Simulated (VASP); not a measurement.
# ZnSe (F-43m): a series in uniaxial stress along [001]

Strain engineering needs slopes: what does uniaxial stress along [001] do to the lattice and the band edges of ZnSe?

Program: VASP 6.6.1. Level of theory: LDA; plane waves and PAW (Zn, Se), in the first sound run; inputs show where later runs differ. Results are calculated unless marked as measured.

### 1. Starting point

Symmetry: F-43m, No. 216, cubic system. The conventional cell has a = 5.668 Å, b = 5.668 Å, c = 5.668 Å, α = 90.00°, β = 90.00°, γ = 90.00°. Nearest to Zn lie 4 Se at 2.45 Å. Nearest to Se lie 4 Zn at 2.45 Å. Farther neighbours and most contacts between anions are not listed.

As a file:

```xyz
2
Lattice="0.0000 2.8340 2.8340 2.8340 0.0000 2.8340 2.8340 2.8340 0.0000" Properties=species:S:1:pos:R:3 pbc="T T T"
Zn    0.0000    0.0000    0.0000
Se    1.4170    1.4170    1.4170
```

### 2. Relax the crystal, LDA

The series starts from the cell that this level prefers, so that zero strain is near zero stress.

This step took 2 runs in a row; the last is shown.

Level: LDA; plane waves and PAW (Zn, Se).

INCAR

```
SYSTEM = ZnSe
PREC = Accurate
ENCUT = 450
EDIFF = 1E-07
NELM = 120
ISMEAR = 0
SIGMA = 0.02
LREAL = .FALSE.
ALGO = Normal
GGA = CA
NBANDS = 15
LASPH = .TRUE.
LORBIT = 11
LWAVE = .FALSE.
LCHARG = .FALSE.
KPAR = 16
IBRION = 2
NSW = 40
ISIF = 3
EDIFFG = -0.005
POTIM = 0.4
```

POSCAR

```
ZnSe
1.0
    0.0000000000      2.7878715481      2.7878715481
    2.7878715481      0.0000000000      2.7878715481
    2.7878715481      2.7878715481      0.0000000000
Zn Se
1 1
Direct
    0.0000000000      0.0000000000      0.0000000000
    0.2500000000      0.2500000000      0.2500000000
```

KPOINTS

```
Automatic mesh
0
Gamma
9 9 9
0 0 0
```

PAW data sets: Zn and Se (LDA family, release 64).

On the command line:

```console
mpirun -np 16 vasp_std
```

Log:

```text
[banner, memory and clock lines left out]
running   16 mpi-ranks, on    1 nodes
[...]
|                                                                             |
|           W    W    AA    RRRRR   N    N  II  N    N   GGGG   !!!           |
|           W    W   A  A   R    R  NN   N  II  NN   N  G    G  !!!           |
|           W    W  A    A  R    R  N N  N  II  N N  N  G       !!!           |
|           W WW W  AAAAAA  RRRRR   N  N N  II  N  N N  G  GGG   !            |
|           WW  WW  A    A  R   R   N   NN  II  N   NN  G    G                |
|           W    W  A    A  R    R  N    N  II  N    N   GGGG   !!!           |
|                                                                             |
|     For optimal performance we recommend to set                             |
|       NCORE = 2 up to number-of-cores-per-socket                            |
|     NCORE specifies how many cores store one orbital (NPAR=cpu/NCORE).      |
|     This setting can greatly improve the performance of VASP for DFT.       |
[...]
DAV:  11    -0.737219246220E+01    0.73456E-05   -0.15887E-05  1582   0.644E-02    0.445E-03
DAV:  12    -0.737219250258E+01   -0.40380E-07   -0.25748E-06  1246   0.119E-02    0.120E-03
DAV:  13    -0.737219252543E+01   -0.22853E-07   -0.85890E-08   826   0.260E-03
   1 F= -.73721925E+01 E0= -.73721925E+01  d E =-.737219E+01
[...]
N       E                     dE             d eps       ncg     rms          rms(c)
DAV:   1    -0.737226729213E+01   -0.74790E-04   -0.82086E-04  1295   0.589E-01    0.600E-02
DAV:   2    -0.737220458420E+01    0.62708E-04   -0.19879E-04  1302   0.390E-01    0.219E-02
DAV:   3    -0.737219692450E+01    0.76597E-05   -0.70831E-06  1177   0.297E-02    0.106E-02
DAV:   4    -0.737219484674E+01    0.20778E-05   -0.12279E-06  1344   0.156E-02    0.400E-03
DAV:   5    -0.737219458861E+01    0.25813E-06   -0.22738E-07   846   0.860E-03    0.361E-04
DAV:   6    -0.737219459503E+01   -0.64194E-08   -0.95845E-08   634   0.347E-03
   2 F= -.73721946E+01 E0= -.73721946E+01  d E =-.206959E-05
 trial-energy change:   -0.000002  1 .order   -0.000003   -0.000006    0.000000
 step:   0.8166(harm=  0.9417)  dis= 0.00000  next Energy=    -7.372195 (dE=-0.211E-05)
 reached required accuracy - stopping structural energy minimisation
```

Elapsed: 10 s, on 16 MPI ranks of AMD EPYC 7R43, shared host; peak memory 2.2 GiB; 2.3 min of CPU time.

The logs omit lines about the potential files and the build; timing stands in the text.

From OUTCAR (step 2):

```text
  Total        0.0006529      0.0006529      0.0006529      0.0000000      0.0000000      0.0000000
  in kB        0.0241528      0.0241528      0.0241528      0.0000000      0.0000000      0.0000000
  external PRESSURE =       0.0241528 kB  Pullay stress =       0.0000000 kB

 POSITION                                       TOTAL-FORCE (eV/Angst)
 -----------------------------------------------------------------------------------
      0.00000      0.00000      0.00000        -0.000000     -0.000000      0.000000
      1.39365      1.39365      1.39365         0.000000      0.000000     -0.000000
 -----------------------------------------------------------------------------------
    total drift:                                0.000001      0.000001      0.000001

  FREE ENERGIE OF THE ION-ELECTRON SYSTEM (eV)
  ---------------------------------------------------
  free  energy   TOTEN  =        -7.3721945950 eV

  energy  without entropy=       -7.3721945950  energy(sigma->0) =       -7.37219460

 reached required accuracy - stopping structural energy minimisation

[... 3 further parts left out ...]
[key lines of the parts left out:]
E-fermi :   2.0449
```

Read from the output:

```
energy(sigma→0) of the program : -7.3722 eV
stress, compression positive   : xx, yy, zz 0.00, 0.00, 0.00 GPa
volume                         : 43.309 Å³
ionic steps                    : 2
```

### 3. Strain across the axis, LDA

One member in full: the axis is strained by 1.5 %, and the two directions across it are strained alike until their mean stress is under 0.012 GPa or five steps are spent.

This step took 3 runs, each at a new trial strain with the atoms of the one before; the last is shown.

Level: LDA; plane waves and PAW (Zn, Se); cell typed or built by script.

INCAR, as its differences from that of step 2:

```diff
@@ -15,7 +15,7 @@
 LCHARG = .FALSE.
-KPAR = 16
-IBRION = 2
-NSW = 40
-ISIF = 3
-EDIFFG = -0.005
-POTIM = 0.4
+KPAR = 4
+IBRION = 1
+NSW = 25
+ISIF = 2
+EDIFFG = -0.004
+POTIM = 0.3
```

POSCAR

```
ZnSe
1.0
    0.0000000000      2.7718354790      2.8291135480
    2.7718354790      0.0000000000      2.8291135480
    2.7718354790      2.7718354790      0.0000000000
Zn Se
1 1
Direct
    0.0000000000      0.0000000000      0.0000000000
    0.2500000000      0.2500000000      0.2500000000
```

KPOINTS is that of step 2.

On the command line:

```console
mpirun -np 4 vasp_std
```

Log:

```text
[banner, memory and clock lines left out]
running    4 mpi-ranks, on    1 nodes
[...]
LDA part: xc-table for (Slater(with rela. corr.)+CA(PZ))
 , standard interpolation
 POSCAR, INCAR and KPOINTS ok, starting setup
[...]
entering main loop
       N       E                     dE             d eps       ncg     rms          rms(c)
DAV:   1     0.805261244292E+02    0.80526E+02   -0.81678E+03  2250   0.126E+03
DAV:   2    -0.276854893615E+01   -0.83295E+02   -0.78793E+02  2488   0.244E+02
DAV:   3    -0.764214786969E+01   -0.48736E+01   -0.48563E+01  2754   0.603E+01
DAV:   4    -0.768157856469E+01   -0.39431E-01   -0.39426E-01  2733   0.583E+00
[...]
DAV:  11    -0.737062658300E+01    0.71209E-05   -0.15489E-05  3361   0.639E-02    0.440E-03
DAV:  12    -0.737062663141E+01   -0.48405E-07   -0.25248E-06  2663   0.117E-02    0.119E-03
DAV:  13    -0.737062665378E+01   -0.22371E-07   -0.82624E-08  1874   0.265E-03
   1 F= -.73706267E+01 E0= -.73706267E+01  d E =-.737063E+01
 BRION: g(F)=  0.336E-46 g(S)=  0.000E+00
 reached required accuracy - stopping structural energy minimisation
```

Run time: 19 s. Hardware: 4 MPI ranks; peak memory 0.54 GiB; 74 s of CPU time.

OUTCAR, selected parts (step 3):

```text
  Total       -0.0001818     -0.0001818     -0.2220487      0.0000000      0.0000000     -0.0000000
  in kB       -0.0066998     -0.0066998     -8.1835851      0.0000000      0.0000000     -0.0000000
  external PRESSURE =      -2.7323282 kB  Pullay stress =       0.0000000 kB

 POSITION                                       TOTAL-FORCE (eV/Angst)
 -----------------------------------------------------------------------------------
      0.00000      0.00000      0.00000         0.000000      0.000000      0.000000
      1.38592      1.38592      1.41456        -0.000000      0.000000     -0.000000
 -----------------------------------------------------------------------------------
    total drift:                                0.000001      0.000001     -0.000001

  FREE ENERGIE OF THE ION-ELECTRON SYSTEM (eV)
  ---------------------------------------------------
  free  energy   TOTEN  =        -7.3706266538 eV

  energy  without entropy=       -7.3706266538  energy(sigma->0) =       -7.37062665

[... 1 part as in an earlier step ...]

[... 3 further parts left out ...]
[key lines of the parts left out:]
E-fermi :   2.0523
```

Read from the output:

| Quantity | Value |
| --- | --- |
| energy(sigma→0) of the program | -7.3706 eV |
| stress, compression positive | xx, yy, zz 0.00, 0.00, -0.82 GPa |
| ionic steps | 1 |

### 4. Band edges, HSE06

Short lines in KPOINTS_OPT sample the zone centre along and across the axis, for masses, and the other valleys.

Level: HSE06; plane waves and PAW (Zn, Se); cell typed or built by script.

INCAR

```
SYSTEM = ZnSe
PREC = Accurate
ENCUT = 450
EDIFF = 1E-06
NELM = 100
ISMEAR = 0
SIGMA = 0.02
LREAL = .FALSE.
ALGO = Normal
LHFCALC = .TRUE.
AEXX = 0.25
GGA = PE
HFSCREEN = 0.2
LASPH = .TRUE.
NBANDS = 14
PRECFOCK = Fast
LWAVE = .FALSE.
LCHARG = .FALSE.
KPAR = 4
```

POSCAR is that of step 3.

KPOINTS

```
Automatic mesh
0
Gamma
5 5 5
0 0 0
```

KPOINTS_OPT

```
Line mode
6
Line-mode
Reciprocal
  0.00000000   0.00000000   0.00000000
  0.02251337   0.02251337   0.00000000

  0.00000000   0.00000000   0.00000000
  0.00000000  -0.02205757  -0.02205757

  0.31000000   0.31000000   0.00000000
  0.50000000   0.50000000   0.00000000

  0.00000000   0.31000000   0.31000000
  0.00000000   0.50000000   0.50000000

  0.45000000   0.45000000   0.45000000
  0.50000000   0.50000000   0.50000000

  0.45000000   0.00000000   0.00000000
  0.50000000   0.00000000   0.00000000

  0.42500000   0.42500000   0.00000000
  0.42500000   0.44705757   0.02205757

  0.50000000   0.50000000   0.50000000
  0.48440295   0.51559705   0.50000000
```

On the command line:

```console
mpirun -np 4 vasp_std
```

Log:

```text
[banner, memory and clock lines left out]
running    4 mpi-ranks, on    1 nodes
[...]
|                                                                             |
|               ----> ADVICE to this user running VASP <----                  |
|                                                                             |
|     You enforced a specific xc type in the INCAR file but a different       |
|     [... a line on the potential file left out ...]
|     I HOPE YOU KNOW WHAT YOU ARE DOING!                                     |
|                                                                             |

 LDA part: xc-table for (Slater+PW92), standard interpolation
 found WAVECAR, reading the header
 POSCAR, INCAR and KPOINTS ok, starting setup
[...]
reading WAVECAR
 the WAVECAR file was read successfully
 initial charge from wavefunction
 entering main loop
       N       E                     dE             d eps       ncg     rms          rms(c)
DAV:   1    -0.745532110418E+01   -0.74553E+01   -0.14017E+00   636   0.330E+01    0.290E+00
DAV:   2    -0.740953876067E+01    0.45782E-01   -0.29037E-01   588   0.119E+01    0.153E+00
DAV:   3    -0.740839384977E+01    0.11449E-02   -0.30396E-02   636   0.310E+00    0.968E-01
DAV:   4    -0.740760848480E+01    0.78536E-03   -0.26569E-03   540   0.694E-01    0.578E-01
[...]
DAV:   8    -0.740733225835E+01    0.61293E-05   -0.35687E-06   552   0.153E-02    0.558E-02
DAV:   9    -0.740733047828E+01    0.17801E-05   -0.13322E-06   550   0.938E-03    0.294E-02
DAV:  10    -0.740733003075E+01    0.44754E-06   -0.46837E-07   372   0.587E-03
   1 F= -.74073300E+01 E0= -.74073300E+01  d E =-.180173E-21
 Start KPOINTS_OPT (optional k-point list driver)
k-point batch [1-18\48]
       N       E                     dE             ncg
DAV:   1     0.459662588591E+03   -0.27876E+04      504
DAV:   2    -0.144861973422E+04   -0.19083E+04      516
DAV:   3    -0.159328537057E+04   -0.14467E+03      636
DAV:   4    -0.159626042888E+04   -0.29751E+01      570
DAV:   5    -0.159627980299E+04   -0.19374E-01      612
DAV:   6    -0.159627998336E+04   -0.18037E-03      594
DAV:   7    -0.159627998541E+04   -0.20544E-05      454
DAV:   8    -0.159627998553E+04   -0.11964E-06      444
[...]
k-point batch [37-48\48]
       N       E                     dE             ncg
DAV:   1     0.329026778871E+04   -0.67484E+04      336
DAV:   2     0.205162241082E+04   -0.12386E+04      348
DAV:   3     0.196947356387E+04   -0.82149E+02      456
DAV:   4     0.196809721342E+04   -0.13764E+01      378
DAV:   5     0.196808746963E+04   -0.97438E-02      408
DAV:   6     0.196808739683E+04   -0.72796E-04      408
DAV:   7     0.196808739611E+04   -0.72552E-06      264
```

The job ended after 14 min (4 MPI ranks; peak memory 1 GiB).

OUTCAR, selected parts (step 4):

```text
  LATTYP: Found a body centered tetragonal cell.
 ALAT       =     3.9199673271
 C/A-ratio  =     1.4434373105

 Subroutine GETGRP returns: Found  8 space group operations
 (whereof  8 operations were pure point group operations)

The static configuration has the point symmetry D_2d.

 Found     18 irreducible k-points:

   k-points           NKPTS =     18   k-points in BZ     NKDIM =    125   number of bands    NBANDS=     14

   dimension x,y,z NGX =    28 NGY =   28 NGZ =   28
   dimension x,y,z NGXF=    56 NGYF=   56 NGZF=   56

   ENCUT  =  450.0 eV  33.07 Ry    5.75 a.u.   6.85  6.85  6.78*2*pi/ulx,y,z

   NELECT =      18.0000    total number of electrons

  exchange ACFDT corr.  =         0.00000000  see jH, gK, PRB 81, 115126

 E-fermi :   1.7062

 k-point     1 :       0.0000    0.0000    0.0000
  band No.  band energies     occupation
    ...
      5      -6.4495      2.00000
      6      -6.4466      2.00000
      7       1.4932      2.00000
      8       1.5774      2.00000
      9       1.5775      2.00000
     10       4.1867      0.00000
     11       8.5224      0.00000
     12       8.5224      0.00000
     13       8.5233      0.00000
     14      13.0846      0.00000

 k-point     2 :       0.2000    0.0000    0.0000
  band No.  band energies     occupation
    ...
      5      -6.4499      2.00000
      6      -6.4496      2.00000
      7      -1.0146      2.00000
      8       1.1200      2.00000
      9       1.2084      2.00000
     10       5.5382      0.00000
     11       8.8718      0.00000
     12       9.1021      0.00000
     13       9.1192      0.00000
     14      13.0785      0.00000

 POSITION                                       TOTAL-FORCE (eV/Angst)
 -----------------------------------------------------------------------------------
      0.00000      0.00000      0.00000         0.000000      0.000000     -0.000000
      1.38592      1.38592      1.41456        -0.000000     -0.000000      0.000000
 -----------------------------------------------------------------------------------
    total drift:                                0.000002      0.000002     -0.000031

  FREE ENERGIE OF THE ION-ELECTRON SYSTEM (eV)
  ---------------------------------------------------
  free  energy   TOTEN  =        -7.4073300307 eV

  energy  without entropy=       -7.4073300307  energy(sigma->0) =       -7.40733003

[... 1 part as in an earlier step ...]

[... 7 further parts left out ...]
```

This run gave:

```
energy(sigma→0) of the program : -7.4073 eV
```

(Continued in part 2 of 2.)

[Lines on the potential files, build, host, timing and source positions are cut from VASP's logs without a mark.]

[Logs are printed without paths, hosts, clocks, repeated set-up lines and the standing remarks that a program may print on its own settings, such as how far it seeks lower states.]

[Hosts, paths, dates, database ids (printed as entryN), source tags and the programs' standing remarks are cut or masked in the printed files.]

[In band tables of VASP the shares of atoms and orbitals are scaled to a sum of 1 inside the atoms' spheres.]
